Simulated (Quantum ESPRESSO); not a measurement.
# CdTe (F-43m) in Quantum ESPRESSO: a series of runs

The runs below take CdTe through phonons, with LDA.

Program: Quantum ESPRESSO 7.5. These are calculated values, not measurements. Logs are shortened: lines on timing, memory, paths and dates and some standing lists are left out, and cuts for length are marked.

**1. The structure**

The structure is cubic, space group F-43m (No. 216). The conventional cell has a = 6.410 Å, b = 6.410 Å, c = 6.410 Å, α = 90.00°, β = 90.00°, γ = 90.00°. Te (site symmetry -43m) has 4 Cd at 2.78 Å as nearest neighbours. Cd (site symmetry -43m) has 4 Te at 2.78 Å as nearest neighbours.

**2. Phonons, LDA, target pressure 5 GPa, at which the enthalpy is minimised**

Contents of pw.in:

```
&CONTROL
  calculation = 'scf'
  prefix = 'pwscf'
  outdir = './tmp'
  pseudo_dir = './pseudo'
  tprnfor = .true.
  tstress = .true.
  disk_io = 'low'
/
&SYSTEM
  ibrav = 0
  nat = 2
  ntyp = 2
  ecutwfc = 45
  ecutrho = 360
  nbnd = 15
  occupations = 'smearing'
  smearing = 'fd'
  degauss = 0.00367493
/
&ELECTRONS
  conv_thr = 4d-10
  electron_maxstep = 120
  mixing_beta = 0.5
/
ATOMIC_SPECIES
Te   127.6000 te_lda_v1.uspp.F.UPF
Cd   112.4140 cd_lda_v1.uspp.F.UPF
CELL_PARAMETERS angstrom
   0.0000000000    3.2050000000    3.2050000000
   3.2050000000    0.0000000000    3.2050000000
   3.2050000000    3.2050000000    0.0000000000
ATOMIC_POSITIONS crystal
Te     0.7500000000    0.7500000000    0.7500000000
Cd     0.0000000000    0.0000000000    0.0000000000
K_POINTS automatic
6 6 6 1 1 1
```

Contents of relax.in:

```
&CONTROL
  calculation = 'vc-relax'
  prefix = 'pwscf'
  outdir = './tmp'
  pseudo_dir = './pseudo'
  tprnfor = .true.
  tstress = .true.
  disk_io = 'low'
  nstep = 40
  forc_conv_thr = 0.0001
  etot_conv_thr = 1d-06
/
&SYSTEM
  ibrav = 0
  nat = 2
  ntyp = 2
  ecutwfc = 45
  ecutrho = 360
  nbnd = 15
  occupations = 'smearing'
  smearing = 'fd'
  degauss = 0.00367493
/
&ELECTRONS
  conv_thr = 4d-10
  electron_maxstep = 120
  mixing_beta = 0.5
/
&IONS
  ion_dynamics = 'bfgs'
/
&CELL
  cell_dynamics = 'bfgs'
  press = 50
  press_conv_thr = 0.2
/
ATOMIC_SPECIES
Te   127.6000 te_lda_v1.uspp.F.UPF
Cd   112.4140 cd_lda_v1.uspp.F.UPF
CELL_PARAMETERS angstrom
   0.0000000000    3.2050000000    3.2050000000
   3.2050000000    0.0000000000    3.2050000000
   3.2050000000    3.2050000000    0.0000000000
ATOMIC_POSITIONS crystal
Te     0.7500000000    0.7500000000    0.7500000000
Cd     0.0000000000    0.0000000000    0.0000000000
K_POINTS automatic
6 6 6 1 1 1
```

Contents of gamma.in:

```
&CONTROL
  calculation = 'bands'
  prefix = 'pwscf'
  outdir = './tmp'
  pseudo_dir = './pseudo'
  disk_io = 'low'
  verbosity = 'high'
/
&SYSTEM
  ibrav = 0
  nat = 2
  ntyp = 2
  ecutwfc = 45
  ecutrho = 360
  nbnd = 15
  occupations = 'smearing'
  smearing = 'fd'
  degauss = 0.00367493
/
&ELECTRONS
  conv_thr = 1d-08
  electron_maxstep = 120
  mixing_beta = 0.5
  diago_full_acc = .true.
  startingwfc = 'random'
/
ATOMIC_SPECIES
Te   127.6000 te_lda_v1.uspp.F.UPF
Cd   112.4140 cd_lda_v1.uspp.F.UPF
CELL_PARAMETERS angstrom
   0.0000000000    3.1185396212    3.1185396212
   3.1185396212    0.0000000000    3.1185396212
   3.1185396212    3.1185396212    0.0000000000
ATOMIC_POSITIONS crystal
Te     0.7500000000    0.7500000000    0.7500000000
Cd     0.0000000000    0.0000000000    0.0000000000
K_POINTS crystal
1
0.0 0.0 0.0 1
```

Contents of scf2.in:

```
&CONTROL
  calculation = 'scf'
  prefix = 'pwscf'
  outdir = './tmp'
  pseudo_dir = './pseudo'
  tprnfor = .true.
  tstress = .true.
  disk_io = 'low'
/
&SYSTEM
  ibrav = 0
  nat = 2
  ntyp = 2
  ecutwfc = 45
  ecutrho = 360
  nbnd = 15
  occupations = 'fixed'
/
&ELECTRONS
  conv_thr = 1d-13
  electron_maxstep = 120
  mixing_beta = 0.5
  startingpot = 'file'
/
ATOMIC_SPECIES
Te   127.6000 te_lda_v1.uspp.F.UPF
Cd   112.4140 cd_lda_v1.uspp.F.UPF
CELL_PARAMETERS angstrom
   0.0000000000    3.1185396212    3.1185396212
   3.1185396212    0.0000000000    3.1185396212
   3.1185396212    3.1185396212    0.0000000000
ATOMIC_POSITIONS crystal
Te     0.7500000000    0.7500000000    0.7500000000
Cd     0.0000000000    0.0000000000    0.0000000000
K_POINTS automatic
6 6 6 1 1 1
```

Contents of ph.in:

```
phonons of CdTe
&INPUTPH
  prefix = 'pwscf'
  outdir = './tmp'
  tr2_ph = 1d-18
  fildyn = 'dyn'
  niter_ph = 90
  alpha_mix(1) = 0.7
  epsil = True
/
0.0000000000 0.0000000000 0.0000000000
```

Contents of dynmat.in:

```
&INPUT
  fildyn = 'dyn'
  asr = 'crystal'
  lperm = .true.
  filout = 'dynmat.disp'
  fileig = 'dynmat.eig'
/
```

Contents of dynmat_lo.in:

```
&INPUT
  fildyn = 'dyn'
  asr = 'crystal'
  filout = 'dynmat_lo.disp'
  fileig = 'dynmat_lo.eig'
  q(1) = 0
  q(2) = 0
  q(3) = 1
/
```

Potentials or basis: GBRV 1.5 LDA.

On the command line:

```bash
> OMP_NUM_THREADS=1 mpirun -n 4 pw.x -nk 4 -in pw.in > pw.out
> OMP_NUM_THREADS=1 mpirun -n 4 pw.x -nk 4 -in relax.in > relax.out
> OMP_NUM_THREADS=1 mpirun -n 4 pw.x -in gamma.in > gamma.out
> OMP_NUM_THREADS=1 mpirun -n 4 pw.x -nk 4 -in scf2.in > scf2.out
> OMP_NUM_THREADS=1 mpirun -n 4 ph.x -nk 4 -in ph.in > ph.out
> OMP_NUM_THREADS=1 mpirun -n 1 dynmat.x -in dynmat.in > dynmat.out
> OMP_NUM_THREADS=1 mpirun -n 1 dynmat.x -in dynmat_lo.in > dynmat_lo.out
```

pw.out:

```text
This program is part of the open-source Quantum ESPRESSO suite
     for quantum simulation of materials; please cite
[... 6 lines left out ...]
     using ibrav=0 with symmetry is DISCOURAGED, use correct ibrav instead

     K-points division:     npool     =       4
     Subspace diagonalization in iterative solution of the eigenvalue problem:
     a serial algorithm will be used

     G-vector sticks info
     --------------------
     sticks:   dense  smooth     PW     G-vecs:    dense   smooth      PW
     Sum        1813     913    283                51253    18149    3119

     Using Slab Decomposition

     bravais-lattice index     =            0
     lattice parameter (alat)  =       8.5653  a.u.
     unit-cell volume          =     444.3352 (a.u.)^3
     number of atoms/cell      =            2
     number of atomic types    =            2
     number of electrons       =        18.00
     number of Kohn-Sham states=           15
     kinetic-energy cutoff     =      45.0000  Ry
     charge density cutoff     =     360.0000  Ry
     scf convergence threshold =      4.0E-10
     mixing beta               =       0.5000
     number of iterations used =            8  plain     mixing
     Exchange-correlation= SLA  PZ   NOGX NOGC
                           (   1   1   0   0   0   0   0)

     celldm(1)=   8.565287  celldm(2)=   0.000000  celldm(3)=   0.000000
     celldm(4)=   0.000000  celldm(5)=   0.000000  celldm(6)=   0.000000

     crystal axes: (cart. coord. in units of alat)
               a(1) = (   0.000000   0.707107   0.707107 )
               a(2) = (   0.707107   0.000000   0.707107 )
               a(3) = (   0.707107   0.707107   0.000000 )

     reciprocal axes: (cart. coord. in units 2 pi/alat)
               b(1) = ( -0.707107  0.707107  0.707107 )
               b(2) = (  0.707107 -0.707107  0.707107 )
               b(3) = (  0.707107  0.707107 -0.707107 )

     PseudoPot. # 1 for Te read from file:
     te_lda_v1.uspp.F.UPF
     Pseudo is Ultrasoft + core correction, Zval =  6.0
     Generated by new atomic code, or converted to UPF format
     Using radial grid of  891 points,  5 beta functions with:
                l(1) =   0
                l(2) =   0
                l(3) =   1
                l(4) =   1
                l(5) =   2
     Q(r) pseudized with  6 coefficients,  rinner =    1.800   1.800   1.800
                                                       1.800   1.800

     PseudoPot. # 2 for Cd read from file:
     cd_lda_v1.uspp.F.UPF
     Pseudo is Ultrasoft + core correction, Zval = 12.0
     Generated by new atomic code, or converted to UPF format
     Using radial grid of  889 points,  6 beta functions with:
                l(1) =   0
                l(2) =   0
                l(3) =   1
                l(4) =   1
                l(5) =   2
                l(6) =   2
     Q(r) pseudized with  6 coefficients,  rinner =    1.000   1.000   1.000
                                                       1.000   1.000

     atomic species   valence    mass     pseudopotential
     Te                6.00   127.60000     Te( 1.00)
     Cd               12.00   112.41400     Cd( 1.00)

     24 Sym. Ops. (no inversion) found

   Cartesian axes

     site n.     atom                  positions (alat units)
         1        Te     tau(   1) = (   1.0606602   1.0606602   1.0606602  )
         2        Cd     tau(   2) = (   0.0000000   0.0000000   0.0000000  )

     number of k points=    28  Fermi-Dirac smearing, width (Ry)=  0.0037
                       cart. coord. in units 2pi/alat
        k(    1) = (   0.0589256   0.0589256   0.0589256), wk =   0.0185185
        k(    2) = (   0.1767767   0.1767767  -0.0589256), wk =   0.0555556
        k(    3) = (   0.2946278   0.2946278  -0.1767767), wk =   0.0555556
        k(    4) = (  -0.2946278  -0.2946278   0.4124790), wk =   0.0555556
        k(    5) = (  -0.1767767  -0.1767767   0.2946278), wk =   0.0555556
        k(    6) = (  -0.0589256  -0.0589256   0.1767767), wk =   0.0555556
[... 20 lines left out ...]
        k(   27) = (   0.2946278   0.2946278   0.2946278), wk =   0.0185185
        k(   28) = (  -0.2946278  -0.2946278   0.8838835), wk =   0.0555556

     Dense  grid:    51253 G-vectors     FFT dimensions: (  54,  54,  54)

     Smooth grid:    18149 G-vectors     FFT dimensions: (  40,  40,  40)

     Initial potential from superposition of free atoms

     starting charge      17.4998, renormalised to      18.0000

     negative rho (up, down):  1.836E-02 0.000E+00
     Starting wfcs are   13 randomized atomic wfcs +    2 random wfcs

     Self-consistent Calculation

     iteration #  1     ecut=    45.00 Ry     beta= 0.50
     Davidson diagonalization with overlap
     ethr =  1.00E-02,  avg # of iterations =  6.2

     Threshold (ethr) on eigenvalues was too large:
     Diagonalizing with lowered threshold

     Davidson diagonalization with overlap
     ethr =  4.66E-04,  avg # of iterations =  2.0

     negative rho (up, down):  1.792E-02 0.000E+00

     total energy              =    -141.08855131 Ry
     estimated scf accuracy    <       0.08069181 Ry

     iteration #  2     ecut=    45.00 Ry     beta= 0.50
     Davidson diagonalization with overlap
     ethr =  4.48E-04,  avg # of iterations =  2.0
[... 51 lines left out ...]
     iteration #  8     ecut=    45.00 Ry     beta= 0.50
     Davidson diagonalization with overlap
     ethr =  3.53E-10,  avg # of iterations =  2.9

     negative rho (up, down):  1.864E-02 0.000E+00

     End of self-consistent calculation

          k = 0.0589 0.0589 0.0589 (  2238 PWs)   bands (ev):

    -6.2241  -3.1085  -3.1085  -3.0948  -2.8239  -2.8239   4.4456   5.1677
     5.1677   6.4701   9.6409   9.7943   9.7943  13.1206  14.2419

          k = 0.1768 0.1768-0.0589 (  2251 PWs)   bands (ev):

    -6.0857  -3.0861  -3.0749  -2.9840  -2.8303  -2.8166   2.9401   4.4789
     5.0005   7.3474   9.6995  10.0688  10.5367  13.2236  13.7518

          k = 0.2946 0.2946-0.1768 (  2263 PWs)   bands (ev):

    -5.8713  -3.0494  -3.0447  -2.8229  -2.8171  -2.6497   1.1995   4.0574
     4.5567   7.3386  10.2576  10.3951  11.5307  13.6901  13.9016

          k =-0.2946-0.2946 0.4125 (  2275 PWs)   bands (ev):

    -5.7971  -3.0400  -3.0355  -2.8179  -2.8085  -2.4523   0.5900   4.0555
     4.2947   7.2669  10.0635  10.5198  12.3060  13.8246  15.2884

          k =-0.1768-0.1768 0.2946 (  2258 PWs)   bands (ev):
[... 6 lines left out ...]
    -6.1503  -3.0926  -3.0878  -3.0482  -2.8303  -2.8181   3.6046   4.8211
     4.8876   7.2124   9.2159  10.2718  10.2945  13.0087  13.9917

          k = 0.2946 0.0589 0.0589 (  2254 PWs)   bands (ev):

    -6.0219  -3.0569  -3.0503  -2.9657  -2.8268  -2.8084   2.7159   4.3156
     4.3236   7.9857   8.6822  10.9456  11.1045  12.3705  14.9578

          k = 0.4125 0.1768-0.0589 (  2272 PWs)   bands (ev):

    -5.8468  -3.0246  -3.0110  -2.8820  -2.8026  -2.6557   1.5843   3.4513
     4.0230   8.3114   9.0737  10.6727  11.9115  13.4026  15.6660

          k =-0.1768-0.4125 0.5303 (  2262 PWs)   bands (ev):

    -5.7379  -3.0147  -2.9974  -2.8455  -2.8099  -2.3630   0.7516   2.9958
     3.8484   8.2985   9.7447  11.1624  12.1718  13.5881  15.5034

          k =-0.0589-0.2946 0.4125 (  2269 PWs)   bands (ev):

    -5.8002  -3.0231  -3.0153  -2.8477  -2.8147  -2.5334   1.2154   3.0281
     4.1832   8.4037   9.8731  10.4938  11.7408  13.4624  15.1082

          k = 0.0589-0.1768 0.2946 (  2262 PWs)   bands (ev):

    -5.9742  -3.0611  -3.0475  -2.8937  -2.8220  -2.7968   2.2228   3.9578
     4.6161   7.8917   9.3831  10.6386  10.8881  12.9320  14.5140

          k = 0.5303 0.0589 0.0589 (  2273 PWs)   bands (ev):

    -5.7484  -2.9719  -2.9607  -2.9227  -2.7890  -2.5146   1.1843   3.3217
     3.4805   7.7999   8.2501  12.3703  13.0873  13.9167  16.0274

          k =-0.0589-0.5303 0.6482 (  2262 PWs)   bands (ev):

    -5.6782  -2.9717  -2.9524  -2.8925  -2.7950  -2.2898   0.7728   2.8067
     3.2538   8.1157   8.7880  12.2058  13.1434  14.3518  16.1802

          k = 0.0589-0.4125 0.5303 (  2267 PWs)   bands (ev):

    -5.7037  -3.0001  -2.9781  -2.8522  -2.8148  -2.2946   0.8175   2.5228
     3.6612   8.4171  10.1113  11.2362  12.5050  13.0428  14.9067

          k = 0.1768-0.2946 0.4125 (  2269 PWs)   bands (ev):

    -5.7987  -3.0336  -3.0245  -2.8335  -2.8096  -2.4944   0.8581   3.5790
     4.2155   7.8133   9.8481  10.8274  11.8230  13.9323  14.8039

          k =-0.6482 0.0589 0.0589 (  2267 PWs)   bands (ev):

    -5.6776  -2.9571  -2.9340  -2.9204  -2.7846  -2.3340   0.7479   3.0933
     3.2858   7.6916   8.0223  13.3839  13.9587  14.4588  16.2246

          k =-0.5303 0.1768-0.0589 (  2268 PWs)   bands (ev):

    -5.7389  -2.9897  -2.9753  -2.8911  -2.7962  -2.4488   1.0758   3.0449
     3.5212   8.2423   8.9157  11.2370  12.9313  14.0267  16.3290

          k =-0.4125 0.0589 0.0589 (  2264 PWs)   bands (ev):

    -5.8741  -3.0114  -3.0039  -2.9193  -2.7976  -2.7239   1.8855   3.7505
     3.8443   8.0425   8.4818  11.4720  12.0681  12.9245  15.5080

          k = 0.1768 0.1768 0.1768 (  2256 PWs)   bands (ev):

    -6.0306  -3.0740  -3.0740  -2.9124  -2.8226  -2.8226   2.3395   4.7682
     4.7682   7.0781  10.2791  10.2791  10.4923  13.5139  13.7402

          k = 0.2946 0.2946 0.0589 (  2262 PWs)   bands (ev):
[... 21 lines left out ...]
    -5.7225  -2.9994  -2.9859  -2.8586  -2.8106  -2.3590   0.9243   2.7326
     3.5844   8.8676   9.6495  10.4741  12.8483  13.3641  15.3407

          k =-0.0589-0.2946 0.6482 (  2262 PWs)   bands (ev):

    -5.6787  -2.9816  -2.9684  -2.8620  -2.8128  -2.2471   0.7978   2.6208
     3.1391   8.9803   9.6901  10.9142  12.0342  14.3611  16.1712

          k =-0.7660 0.1768 0.1768 (  2276 PWs)   bands (ev):

    -5.6875  -2.9900  -2.9592  -2.8761  -2.8021  -2.2789   0.7798   2.5361
     3.5835   7.9631   9.6614  12.1694  12.5902  13.4574  15.1683

          k = 0.2946 0.2946 0.2946 (  2271 PWs)   bands (ev):

    -5.8359  -3.0470  -3.0470  -2.8121  -2.8121  -2.5488   0.7768   4.4400
     4.4400   6.9118  10.3294  10.3294  12.0531  13.5006  15.0541

          k =-0.2946-0.2946 0.8839 (  2268 PWs)   bands (ev):

    -5.7654  -3.0263  -3.0170  -2.8280  -2.8141  -2.4046   0.6874   3.3020
     4.1628   7.9077   9.8879  10.9413  12.2178  14.0320  14.7746

     the Fermi energy is     5.8376 ev

!    total energy              =    -141.11290498 Ry
     estimated scf accuracy    <          3.4E-10 Ry
     smearing contrib. (-TS)   =      -0.00000001 Ry
     internal energy E=F+TS    =    -141.11290497 Ry

     The total energy is F=E-TS. E is the sum of the following terms:
     one-electron contribution =     -45.25225969 Ry
     hartree contribution      =      35.21780934 Ry
     xc contribution           =     -53.41456180 Ry
     ewald contribution        =     -77.66389282 Ry

     convergence has been achieved in   8 iterations

     negative rho (up, down):  1.864E-02 0.000E+00

     Forces acting on atoms (cartesian axes, Ry/au):

     atom    1 type  1   force =     0.00000000    0.00000000    0.00000000
     atom    2 type  2   force =     0.00000000    0.00000000    0.00000000

     Total force =     0.000000     Total SCF correction =     0.000000

     Computing stress (Cartesian axis) and pressure

     negative rho (up, down):  1.864E-02 0.000E+00
          total   stress  (Ry/bohr**3)                   (kbar)     P=        3.02
   0.00002051   0.00000000   0.00000000            3.02        0.00        0.00
   0.00000000   0.00002051   0.00000000            0.00        3.02        0.00
   0.00000000   0.00000000   0.00002051            0.00        0.00        3.02

=------------------------------------------------------------------------------=
   JOB DONE.
=------------------------------------------------------------------------------=
```

It took 3.4 min on 4 MPI ranks of Intel Xeon Platinum 8259CL at 2.50GHz (Skylake/Cascade Lake), shared host; peak memory 0.6 GiB.

Results:

* Free energy: -1919.8561 eV
* Relaxed volume: 30.33 Å³/atom
* Relaxed cell: a = 4.410 Å, b = 4.410 Å, c = 4.410 Å, α = 60.00°, β = 60.00°, γ = 60.00°
* Space group after relaxing (to 0.05 Å): F-43m (No. 216)
* Pressure after relaxing: 5.1 GPa
* Electronic dielectric tensor (diagonal): 8.98
* Born charges (mean of the diagonal): Te -1.98; Cd +1.98 e
* Highest phonon frequency at Γ, LO-TO splitting left out: 175 cm⁻¹
* Static dielectric tensor (diagonal): 10.71

Step by step:
```
step  energy change (eV)  largest force (eV/Å)  pressure (GPa)  volume (Å³)
   1              0.0000                0.0000            0.30        65.84
   2              0.0089                0.0000            1.51        64.28
   3              0.0452                0.0000            3.60        61.98
   4              0.0850                0.0000            5.15        60.52
   5              0.0807                0.0000            5.00        60.66
   6              0.0807                0.0000            5.00        60.66
```

Final structure:
```
Te Cd
1.0
     0.00000    3.11854    3.11854
     3.11854    0.00000    3.11854
     3.11854    3.11854    0.00000
Te Cd
1 1
Direct
  0.75000 0.75000 0.75000
  0.00000 0.00000 0.00000
```

Phonon frequencies in cm⁻¹ (negative: imaginary):
| q point | frequencies |
| --- | --- |
| (0.000, 0.000, 0.000) | -6 -6 -6 175 175 175 |

Electronic dielectric tensor:
```
8.98 0.00 0.00
0.00 8.98 0.00
0.00 0.00 8.98
```

Born effective charge tensors (e):
atom 1, Te
```
-1.98  0.00  0.00
 0.00 -1.98  0.00
 0.00  0.00 -1.98
```
atom 2, Cd
```
1.98 0.00 0.00
0.00 1.98 0.00
0.00 0.00 1.98
```

Optical modes at Γ, degenerate ones joined, polar ones without the macroscopic field:
| cm⁻¹ | components | symmetry | active in | IR intensity, summed ((D/Å)²/amu) |
| --- | --- | --- | --- | --- |
| 175 | 3 | T2 | IR and Raman | 4.54 |

Zone-centre frequencies without and with the macroscopic field along z (cm⁻¹):
```tsv
	optical modes in rising order
without	175 175 175
with the field	175 175 192
```

Static dielectric tensor, electrons and zone-centre modes:
```
10.71  0.00  0.00
 0.00 10.71  0.00
 0.00  0.00 10.71
```

Caveat: the cell is more than 3 GPa from zero pressure, which shifts response properties. Spin-orbit coupling is left out, which matters for the levels of Te.

[end of part 1 of 4]
